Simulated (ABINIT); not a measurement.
Write the native input for ABINIT 10.8.3 (patched build) that does the following.

- Task: band structure
- Functional: rPW86PBE
- Potentials or basis: JTH PAW PBE v2.0
- Cutoff: 408 eV
- k mesh: 12 × 12 × 12
- Occupations: fermi-dirac, width 0.05 eV
- Spin: spin-orbit coupling, no magnetisation
- Fine-grid cutoff: 816.342 eV
- Exchange and correlation inside the PAW spheres: full angular mesh (pawxcdev 0, this build's default; the released program takes 1)

Mo:

```
Mo
1.0
    -1.58381    1.58381    1.58381
     1.58381   -1.58381    1.58381
     1.58381    1.58381   -1.58381
Mo
1
Direct
  0.00000 0.00000 0.00000
```

The input as run:

run.abi

```
# Datasets: ground state, then fixed potential
ndtset 2

# Pseudopotentials
pp_dirpath "./"
pseudos "Mo.GGA_PBE-JTH.xml"

# Structure
acell 3*1.0 Angstrom
rprim
    -1.5838089719     1.5838089719     1.5838089719
     1.5838089719    -1.5838089719     1.5838089719
     1.5838089719     1.5838089719    -1.5838089719
ntypat 1
znucl 42
natom 1
typat 1
xred
     0.0000000000     0.0000000000     0.0000000000

# Plane-wave basis
ecut 15.0
pawecutdg 30.0

# Exchange and correlation
ixc -144130

# Bands and occupations
occopt 3
tsmear 0.05 eV

# Spin
nspinor 2
nspden 1
pawspnorb 1

# SCF cycle
nstep 100

# Output
iomode 3
prtwf 0
prteig 0
prtebands 0
prtden1 1

# Dataset 1
kptopt1 4
ngkpt1 12 12 12
nshiftk1 1
shiftk1 0.0 0.0 0.0
nband1 22
tolvrs1 1.0e-9

# Dataset 2: bands along G-H-N-G-P-H
iscf2 -2
getden2 1
nband2 30
nbdbuf2 2
tolwfr2 1.0e-12
kptopt2 -5
ndivsm2 6
prteig2 1
prtvol2 -3
kptbounds2
     0.0000000000     0.0000000000     0.0000000000
     0.5000000000    -0.5000000000     0.5000000000
     0.0000000000     0.0000000000     0.5000000000
     0.0000000000     0.0000000000     0.0000000000
     0.2500000000     0.2500000000     0.2500000000
     0.5000000000    -0.5000000000     0.5000000000
```

Potentials or basis: JTH PAW PBE v2.0.

Command:

```sh
$ abinit run.abi > log 2>&1
```

It gave:

```yaml
Pressure: 8.6 GPa
Band_gap_on_the_k_mesh: none (metal or under the smearing width)
Valence_electrons_inside_the_program's_atomic_spheres: Mo 11.30 (radii [1.1681] Å)
```

Caveat: the PAW data sets were made with another functional, which shifts forces and pressure a little.

Run time: 42 s on 1 thread of Arm Neoverse V1, on a shared host, peak memory 0.11 GiB.
